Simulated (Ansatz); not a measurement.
Relaxing CoSn$_{2}$

The calculation used DFT PBEsol, scalar-relativistic, plane waves, PAW (Ansatz). Run with 420 eV cutoff, 8×8×8 k-mesh, Gaussian smearing of 0.10 eV, no spin polarisation.

What was changed: relaxed at 1 GPa.

Command:

```bash
ansatz run input.yaml --threads 1 --pin off --max-ram 2560MiB --backend cpu --events-out ev --progress --plain --runs-dir out
```

Input:

```yaml
crystal:
  lattice:
    - [-3.1295497609, 3.1295497609, 2.6899606821]
    - [3.1295497609, -3.1295497609, 2.6899606821]
    - [3.1295497609, 3.1295497609, -2.6899606821]
  atoms:
    - { symbol: Co, position: [0.25, 0.25, 0.0] }
    - { symbol: Co, position: [0.75, 0.75, 0.0] }
    - { symbol: Sn, position: [0.6663276329, 0.1663276329, 0.8326552658] }
    - { symbol: Sn, position: [0.1663276329, 0.3336723671, 0.5] }
    - { symbol: Sn, position: [0.3336723671, 0.8336723671, 0.1673447342] }
    - { symbol: Sn, position: [0.8336723671, 0.6663276329, 0.5] }
basis:
  ecutwfc: 420
kpoints:
  mp_grid: { grid: [8, 8, 8] }
hamiltonian:
  xc: pbesol
scf:
  occupations: { method: gaussian, width: 0.1 }
output:
  forces: true
  stress: true
  eigenvalues: true
  write_density: true
  write_potential: true
  elf: true
  volumetric_format: npy
relax:
  adjacent_minimum: "off"
  f_tol: 0.008
  max_steps: 50
  cell: { stress_tol: 0.08, p_target: 1.0 }
```

F is the free energy. Steps run on the plane waves of an earlier cell, but the last one, and at times one on the way, on a freshly chosen basis, so a repeated geometry can differ a little in energy. The relaxation lowers the enthalpy F + PV at the target pressure, so F itself can rise.

Steps:

```
step F − F(1) (eV) largest force component (eV/Å) V (Å³/atom) P (GPa)
   1         0.0000                           0.007       17.564     1.20
   2        -0.0017                           0.005       17.613     0.84
   3        -0.0010                           0.000       17.591     1.00
   4        -0.0012                           0.000       17.591     1.00
```

Relaxed structure:

```cif
data_structure
_symmetry_space_group_name_H-M 'P 1'
_symmetry_Int_Tables_number 1
_cell_length_a 5.1820
_cell_length_b 5.1820
_cell_length_c 5.1820
_cell_angle_alpha 105.643
_cell_angle_beta 105.643
_cell_angle_gamma 117.434
_cell_volume 105.55
loop_
_atom_site_label
_atom_site_type_symbol
_atom_site_fract_x
_atom_site_fract_y
_atom_site_fract_z
_atom_site_occupancy
Co1 Co 0.25000 0.25000 0.00000 1
Co2 Co 0.75000 0.75000 0.00000 1
Sn1 Sn 0.66623 0.16623 0.83246 1
Sn2 Sn 0.16623 0.33377 0.50000 1
Sn3 Sn 0.33377 0.83377 0.16754 1
Sn4 Sn 0.83377 0.66623 0.50000 1
```

It takes space group I4/mcm (No. 140, tetragonal). The conventional cell has a = 6.263 Å, b = 6.263 Å, c = 5.382 Å, α = 90.00°, β = 90.00°, γ = 90.00°. Co (site symmetry 422) is surrounded by 2 Co at 2.69 Å and 8 Sn at 2.70 Å. Sn (site symmetry m2m) is surrounded by 4 Co at 2.70 Å and 3 Sn at 2.94 to 3.07 Å.

The run converged. It took 97 s on 1 thread of AMD EPYC 7R43 64-Core Processor (Zen 3) (shared host), peak memory 0.6 GiB.